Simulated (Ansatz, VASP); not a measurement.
## Two plane-wave programs on Nb

```
Nb
1.0
    -1.65562    1.65562    1.65562
     1.65562   -1.65562    1.65562
     1.65562    1.65562   -1.65562
Nb
1
Direct
  0.00000 0.00000 0.00000
```

Alike in both runs: functional PBE; k mesh 18 × 18 × 18; occupations gaussian, width 0.1 eV; no spin polarisation.

Ansatz relaxed the structure, and its values are those at the end. VASP's run is a single point on that final structure, the one shown.

|  | VASP | Ansatz |
| --- | --- | --- |
| version | VASP 6.6.1 | Ansatz 0.2.0 |
| potentials or method | VASP PAW PBE potentials, release 64 (Nb_sv) | scalar-relativistic, plane waves, PAW |
| plane-wave cutoff (eV) | 520 | 420 |
| valence electrons in the cell | 13 | 13 |

Ansatz gave:

```
gap on the k mesh at the Fermi level (eV) : none
pressure (GPa)                            : 0.0
```

Estimate VASP's values.

gap on the k mesh at the Fermi level (eV): none; pressure (GPa): -0.3.

A gap of «none» marks a metal or a gap that the smearing closes.
